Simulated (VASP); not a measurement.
# TiS2 (P-3m1) in VASP: settings compared, part 2 of 2

VASP 6.6.1.

### 3 Single point, r2SCANh

POSCAR reads:

```
TiS2
1.0
    3.4120000000      0.0000000000      0.0000000000
   -1.7060000000      2.9548786800      0.0000000000
    0.0000000000      0.0000000000      5.6950000000
Ti S
1 2
Direct
    0.0000000000      0.0000000000      0.0000000000
    0.3333333333      0.6666666667      0.2500000000
    0.6666666667      0.3333333333      0.7500000000
```

INCAR.step1 reads:

```
SYSTEM = TiS2
ALGO = Normal
EDIFF = 1E-5
ENCUT = 520
GGA = PE
ISIF = 2
ISMEAR = -1
LASPH = .TRUE.
LCHARG = .FALSE.
LREAL = .FALSE.
LWAVE = .TRUE.
NBANDS = 19
NELM = 100
PREC = Accurate
SIGMA = 0.05
```

INCAR.step2 reads:

```
SYSTEM = TiS2
AEXX = 0.1
ALGO = Normal
EDIFF = 1E-6
ENCUT = 520
HFRCUT = -1
ISIF = 2
ISMEAR = -1
ISTART = 1
LASPH = .TRUE.
LCHARG = .FALSE.
LHFCALC = .TRUE.
LMIXTAU = .TRUE.
LREAL = .FALSE.
LWAVE = .FALSE.
METAGGA = R2SCAN
NBANDS = 19
NELM = 100
PREC = Accurate
PRECFOCK = Normal
SIGMA = 0.05
```

KPOINTS reads:

```
k-points
0
G
  5 5 3
  0 0 0
```

Potentials or basis: VASP PAW PBE potentials, release 64 (Ti_sv, S).

Launch:

```console
$ cat potpaw_PBE.64/Ti_sv/POTCAR potpaw_PBE.64/S/POTCAR > POTCAR
$ cp INCAR.step1 INCAR
$ mpirun -np 1 vasp_std > vasp.out
$ cp INCAR.step2 INCAR
$ mpirun -np 1 vasp_std > vasp.out
```

OUTCAR:

```text
SYSTEM = TiS2
   AEXX = 0.1
   EDIFF = 1E-6
   ENCUT = 520
   ISIF = 2
   ISMEAR = -1
   ISTART = 1
   LASPH = .TRUE.
   LHFCALC = .TRUE.
   LREAL = .FALSE.
   METAGGA = R2SCAN
   NELM = 100
   PREC = Accurate
   PRECFOCK = Normal

 ion  position               nearest neighbor table
   1  0.000  0.000  0.000-   2 2.43   3 2.43   3 2.43   2 2.43   3 2.43   2 2.43
   2  0.333  0.667  0.250-   1 2.43   1 2.43   1 2.43
   3  0.667  0.333  0.750-   1 2.43   1 2.43   1 2.43

  LATTYP: Found a hexagonal cell.
 ALAT       =     3.4120000000
 C/A-ratio  =     1.6691090270

  Lattice vectors:

 A1 = (   3.4120000000,   0.0000000000,   0.0000000000)
 A2 = (  -1.7060000000,   2.9548786800,   0.0000000000)
 A3 = (   0.0000000000,   0.0000000000,   5.6950000000)

Analysis of symmetry for initial positions (statically):
=====================================================================
 Subroutine PRICEL returns:
 Original cell was already a primitive cell.

 Routine SETGRP: Setting up the symmetry group for a
 hexagonal supercell.

 Subroutine GETGRP returns: Found 12 space group operations
 (whereof 12 operations were pure point group operations)
 out of a pool of 24 trial point group operations.

The static configuration has the point symmetry D_3d.

Analysis of symmetry for dynamics (positions and initial velocities):
=====================================================================
 Subroutine PRICEL returns:
 Original cell was already a primitive cell.

 Routine SETGRP: Setting up the symmetry group for a
 hexagonal supercell.

 Subroutine GETGRP returns: Found 12 space group operations
 (whereof 12 operations were pure point group operations)
 out of a pool of 24 trial point group operations.

[... 111 lines left out ...]
  Fermi-wavevector in a.u.,A,eV,Ry     =   1.224046  2.313112 20.385458  1.498289
  Thomas-Fermi vector in A             =   2.359135
   LORBIT       =      0    0 simple, 1 ext, 2 COOP (PROOUT), +10 PAW based schemes
   METAGGA = R2SCAN    functional components
   LHFCALC =     T    Hartree Fock is set to
   PRECFOCK=normal    Normal, Fast or Accurate (Low or Medium for compatibility)
   ENCUT4O =  -1.0   cutoff for four orbital integrals eV
   NKREDX  =     1    reduce k-point grid by
   NKREDY  =     1    reduce k-point grid by
   NKREDZ  =     1    reduce k-point grid by
   AEXX    =    0.1000 exact exchange contribution
   HFSCREEN=    0.0000 screening length (either q_TF or 0.3 A-1)
   HFSCREENC=   0.0000 screening length for correlation (either q_TF or 0.3 A-1)
   ENCUTFOCK=  -1.0 apply spherical cutoff to Coloumb kernel
   IVDW    =     0    specifies the selected vdW correction
   LEPSILON=     F    determine dielectric tensor
   LRPA    =     F    only Hartree local field effects (RPA)
 non-spin polarized calculation
  energy-cutoff  :      520.00
  volume of cell :       57.42
 maximum number of plane-waves:      1559
 NGX is ok and might be reduce to    28
  NGX = 20; NGY = 20; NGZ = 36

 number of electron      23.9999999 magnetization

 Free energy of the ion-electron system (eV)
  ---------------------------------------------------
  ext. energy  EPLUGINS =         0.00000000
  ---------------------------------------------------
  free energy    TOTEN  =       -34.59952318 eV

  energy without entropy =      -34.59943748  energy(sigma->0) =      -34.59948033

 E-fermi :   5.3997     XC(G=0):  -9.7220

 val. band max:        5.0798396846   @ k =   0.0000   0.0000   0.0000
 cond. band min:       5.7688716929   @ k =   0.0000   0.4000   0.3333
 fundamental gap:      0.6890320083
 Fermi energy:         5.3997306650

 k-point     1 :       0.0000    0.0000    0.0000
  band No.  band energies     occupation
      1     -56.7797      2.00000
      2     -31.4316      2.00000
      3     -31.3708      2.00000
      4     -31.3708      2.00000
      5      -9.8890      2.00000
      6      -8.0778      2.00000
[... 241 lines left out ...]
      6      -7.8389      2.00000
[... 11 lines left out ...]
     18      13.0088      0.00000
     19      14.4541      0.00000

------------------------ aborting loop because EDIFF is reached ----------------------------------------

  FORCE on cell =-STRESS in cart. coord.  units (eV):
  Direction    XX          YY          ZZ          XY          YZ          ZX
  --------------------------------------------------------------------------------------
  -------------------------------------------------------------------------------------
  Total        0.0540964      0.0540964     -0.5294417      0.0000000      0.0000000      0.0000000
  in kB        1.5095110      1.5095110    -14.7735993      0.0000000      0.0000000      0.0000000
  external PRESSURE =      -3.9181924 kB  Pullay stress =       0.0000000 kB

 VOLUME and BASIS-vectors are now :
 -----------------------------------------------------------------------------
  energy-cutoff  :      520.00
  volume of cell :       57.42
      direct lattice vectors                 reciprocal lattice vectors
     3.412000000  0.000000000  0.000000000     0.293083236  0.169211685  0.000000000
    -1.706000000  2.954878680  0.000000000     0.000000000  0.338423370  0.000000000
     0.000000000  0.000000000  5.695000000     0.000000000  0.000000000  0.175592625

 POSITION                                       TOTAL-FORCE (eV/Angst)
 -----------------------------------------------------------------------------------
      0.00000      0.00000      0.00000        -0.000000      0.000000      0.000000
     -0.00000      1.96992      1.42375         0.000000     -0.000000     -0.447497
      1.70600      0.98496      4.27125        -0.000000      0.000000      0.447497
 -----------------------------------------------------------------------------------
    total drift:                                0.000000     -0.000000      0.000000

  FREE ENERGIE OF THE ION-ELECTRON SYSTEM (eV)
  ---------------------------------------------------
  free  energy   TOTEN  =       -34.5995231786 eV

  energy  without entropy=      -34.5994374762  energy(sigma->0) =      -34.59948033
```

Wall time 24 min (1 thread of Intel Xeon Platinum 8488C (Sapphire Rapids), shared host); peak memory 0.2 GiB.

What came out:

| Item | Value |
| --- | --- |
| Free energy | -34.5995 eV |
| Pressure | -0.4 GPa |
| Largest force | 0.447 eV/Å |
| Band gap on the k mesh | 0.69 eV, indirect (least direct gap 1.14 eV) |

Forces in eV/Å, atoms in the order of the input:
```
Ti   0.000  0.000  0.000
S    0.000  0.000 -0.447
S    0.000  0.000  0.447
```

Stress tensor (GPa, compression positive):
```
 0.15  0.00  0.00
 0.00  0.15  0.00
 0.00  0.00 -1.48
```

Caveat: the k mesh is coarse (spacing up to 0.43 Å⁻¹), so the values aren't converged, least of all with exact exchange; the PAW data sets were made with another functional, which shifts forces and pressure a little; an odd mesh through Γ misses points on the zone boundary, where band edges often lie.
